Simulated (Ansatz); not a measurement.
Space group P4_2/mnm (No. 136). a = 4.838 Å, b = 4.838 Å, c = 3.220 Å, α = 90.00°, β = 90.00°, γ = 90.00°
```
atom site symmetry x y z
  Hf    2a m.mm  0.0000  0.0000  0.0000
   O    4f m.2m  0.1949  0.8051  0.5000
```

Equation of state of this HfO2 structure (not necessarily the ground state), with shape and atoms relaxed at each volume where symmetry leaves them free. The calculation used DFT r2SCAN, scalar-relativistic, plane waves, PAW in Ansatz 0.2.0.

Cutoff 500 eV; k points 6×6×8 on the computed 6-atom cell (Γ-centred); Gaussian smearing, width 0.02 eV; no spin polarisation.

```json
{"V (Å³/atom)": "11.056", "E − E(largest V) (meV/atom)": "84.84", "P (GPa)": "37.58", "gap on mesh (eV)": "5.05"}
{"V (Å³/atom)": "11.433", "E − E(largest V) (meV/atom)": "10.59", "P (GPa)": "25.86", "gap on mesh (eV)": "4.90"}
{"V (Å³/atom)": "11.810", "E − E(largest V) (meV/atom)": "-38.15", "P (GPa)": "15.84", "gap on mesh (eV)": "4.76"}
{"V (Å³/atom)": "12.187", "E − E(largest V) (meV/atom)": "-65.08", "P (GPa)": "7.29", "gap on mesh (eV)": "4.64"}
{"V (Å³/atom)": "12.564", "E − E(largest V) (meV/atom)": "-73.41", "P (GPa)": "0.00", "gap on mesh (eV)": "4.53"}
{"V (Å³/atom)": "12.941", "E − E(largest V) (meV/atom)": "-65.92", "P (GPa)": "-6.21", "gap on mesh (eV)": "4.43"}
{"V (Å³/atom)": "13.318", "E − E(largest V) (meV/atom)": "-45.03", "P (GPa)": "-11.42", "gap on mesh (eV)": "4.36"}
{"V (Å³/atom)": "13.820", "E − E(largest V) (meV/atom)": "0.00", "P (GPa)": "-17.06", "gap on mesh (eV)": "4.28"}
```

Question: Fit a third-order Birch–Murnaghan equation to E(V).

Answer: V0 = 12.56 Å³/atom, B0 = 223 GPa, B0' = 4.4.

Spin-orbit coupling is left out, which matters for the bands of heavy elements.

This rutile-type form isn't the usual stable structure of the compound.